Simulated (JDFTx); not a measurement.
## BP in JDFTx: tuning davidson-band-ratio

Input of the first run (davidson-band-ratio 1); the others differ in this setting and in those tied to it:

The input BP.in:

```
lattice \
    0.0000000000     4.2877885768     4.2877885768 \
    4.2877885768     0.0000000000     4.2877885768 \
    4.2877885768     4.2877885768     0.0000000000
coords-type Lattice
ion P      0.7500000000     0.7500000000     0.7500000000 1
ion B      0.0000000000     0.0000000000     0.0000000000 1

ion-species pseudo/P.upf
ion-species pseudo/B.upf
elec-cutoff 38 304
elec-ex-corr gga-PBE
kpoint-folding 10 10 10
elec-smearing Fermi 0.0018374661
elec-n-bands 9
electronic-SCF nIterations 100 energyDiffThreshold 1e-09
electronic-minimize nIterations 30 energyDiffThreshold 1e-7
davidson-band-ratio 1
forces-output-coords Cartesian

dump-name run.$VAR
dump End Ecomponents EigStats BandEigs Kpoints Forces Stress
```

Potentials or basis: PseudoDojo-SR-PBE-0.5-standard with smoothed tails.

Run with:

```console
$ jdftx -c 8 -i BP.in -o BP.out
```

Hardware: 8 threads of Arm Neoverse N1.

| davidson-band-ratio | energy less the last converged row (meV/atom) | SCF cycles | wall time (s) | peak memory (GiB) |
| --- | --- | --- | --- | --- |
| 1 | 0.00 | 13 | 75 | 0.08 |
| 1.1 | 0.00 | 13 | 76 | 0.08 |
| 1.3 | 0.00 | 13 | 75 | 0.08 |
| 1.6 | 0.00 | 12 | 71 | 0.08 |
| 2 | 0.00 | 10 | 61 | 0.08 |

Fastest here: 2 (61 s), level within noise with 1.6; slowest of those that converged: 1.1 (76 s). These are single runs, one after another on one machine, so differences under about a fifth mean little.
